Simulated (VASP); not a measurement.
Here is a VASP 6.6.1 calculation.

Contents of INCAR:

```
  PREC = Accurate
  ENCUT = 500
  EDIFF = 1E-6
  ISMEAR = 0
  SIGMA = 0.02
  LREAL = F
  LASPH = T
  NELM = 80
  ALGO = Normal
  ISIF = 2
  LWAVE = F
  LCHARG = F
  GGA = PE
  NBANDS = 11
```

KPOINTS

```
Automatic mesh
0
Gamma
  6 6 4
```

POSCAR

```
BN
1.0
    2.5080409239      0.0000000000      0.0000000000
   -1.2467107647      2.1762310413      0.0000000000
   -0.6306650796     -1.0881155206      3.0225400000
N B
1 1
Direct
    0.6685060000      0.3323850000      0.9849990000
    0.9796430000      0.9834990000      0.0018060000
```

Potentials or basis: VASP PAW PBE potentials, release 64 (N_GW, B_GW).

Command:

```sh
$ cat potpaw_PBE.64/N_GW/POTCAR potpaw_PBE.64/B_GW/POTCAR > POTCAR
$ mpirun -np 1 vasp_std > vasp.out
```

**Question.** Estimate the band gap on the k mesh.

**Answer.** 3.00 eV, indirect (least direct gap 4.52 eV).

**Question.** What does it give for the pressure?

**Answer.** 4.0 GPa.

Stress tensor (GPa, compression positive):
```
-3.63 -4.82  0.53
-4.82  7.90  1.15
 0.53  1.15  7.66
```

Caveat: the k mesh is coarse (spacing up to 0.52 Å⁻¹), so the values aren't converged; the cutoff is under 1.25 times the usual one of these potentials, so pressure, stress and relaxed cells hold a basis-set (Pulay) error; forces of over 1 eV/Å show positions far from the minimum, so gaps and moduli don't describe the material at rest. PBE gaps usually lie below the measured ones, often by a third to a half.
